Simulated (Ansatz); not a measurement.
Cd: pressure and energy above lowest point against volume per atom

All results are calculated (Ansatz 0.2.0 development build). Equation of state of a cubic crystal from periodic Kohn-Sham density functional theory without spin; pressure corrected for the finite basis.

Cell of the first row (space group Fm-3m, No. 225):
```
Cd
1.0
      0.0000     2.1906     2.1906
      2.1906     0.0000     2.1906
      2.1906     2.1906     0.0000
Cd
1
Direct
  0.00000 0.00000 0.00000
```

Settings of every row: formula Cd; structure type fcc; functional r2SCAN; spin treatment none; k mesh 13x13x13; occupation method fermi-dirac; occupation width 0.1 eV; wave cutoff 520 eV; datasets hand-made PAW; density cutoff ratio 4; xc grid level 2.

Limits: a cubic model structure, not a phase known at ambient conditions; the SCF threshold is loose for a stress in some rows.

| row | volume per atom (Å³) | pressure (GPa) | energy above lowest point (meV/atom) |
| --- | --- | --- | --- |
| 1 | 21.023 | 1.933 | 4.12 |
| 2 | 21.709 | 0.059 | 0 |
| 3 | 22.394 | -1.451 | 3.09 |
| 4 | 23.079 | ? | ? |
| 5 | 23.765 | -3.634 | 25.53 |

Question: what pressure and energy above lowest point should row 4 give?

Worked fit of pressure. Take u = (V_r/V)^(2/3) − 1 with V_r = 22.051 Å³ an atom, which is twice the finite (Eulerian) strain; such expansions in the strain, on which the Birch-Murnaghan equation of state is built, carry the rest volume and the bulk modulus. The shown rows have u = 0.03234, 0.01048, -0.01024, -0.04868. Least squares give pressure = −0.7345 + 73.291 × u + 282.36 × u² GPa; a straight line predicts inner rows, each left out in turn, worse (root mean square 0.29 against 0.011 GPa). The rows lie off it by 0.002, -0.006, 0.004, -0.001 (root mean square 0.0038 GPa). The pressure vanishes at u = 0.0097, or V = 21.74 Å³ an atom, and there the bulk modulus at fixed shape and fractions is B = −V dP/dV = (2/3)(1 + u) dP/du = 53 GPa. The withheld row has u = -0.02992, so the fit gives −0.7345 + 73.291 × (-0.02992) + 282.36 × (-0.02992)² = -2.675 GPa.

The calculation gave -2.664 GPa. The fit lies 0.011 GPa (0.2 % of the column's range) below it; its largest miss of a shown row is 0.006 GPa.

Worked fit of energy above lowest point. Take u = (V_r/V)^(2/3) − 1 with V_r = 22.051 Å³ an atom, which is twice the finite (Eulerian) strain; such expansions in the strain, on which the Birch-Murnaghan equation of state is built, carry the rest volume and the bulk modulus. The shown rows have u = 0.03234, 0.01048, -0.01024, -0.04868. Least squares give energy above lowest point = 0.763 − 141.56 × u + 7550.1 × u² meV/atom; a straight line predicts inner rows, each left out in turn, worse (root mean square 7.8 against 0.22 meV/atom). The rows lie off it by 0.04, -0.11, 0.09, -0.02 (root mean square 0.074 meV/atom). Its lowest point lies at u = 0.0094, or V = 21.74 Å³ an atom, and the curvature there gives the bulk modulus at fixed shape and fractions, B = (4/9)(1 + u)² E″(u)/V = 50.4 GPa. The withheld row has u = -0.02992, so the fit gives 0.763 − 141.56 × (-0.02992) + 7550.1 × (-0.02992)² = 11.76 meV/atom.

The calculation gave 11.98 meV/atom. The fit lies 0.22 meV/atom (1.8 % of the value, 0.86 % of the column's range) below it; its largest miss of a shown row is 0.11 meV/atom.
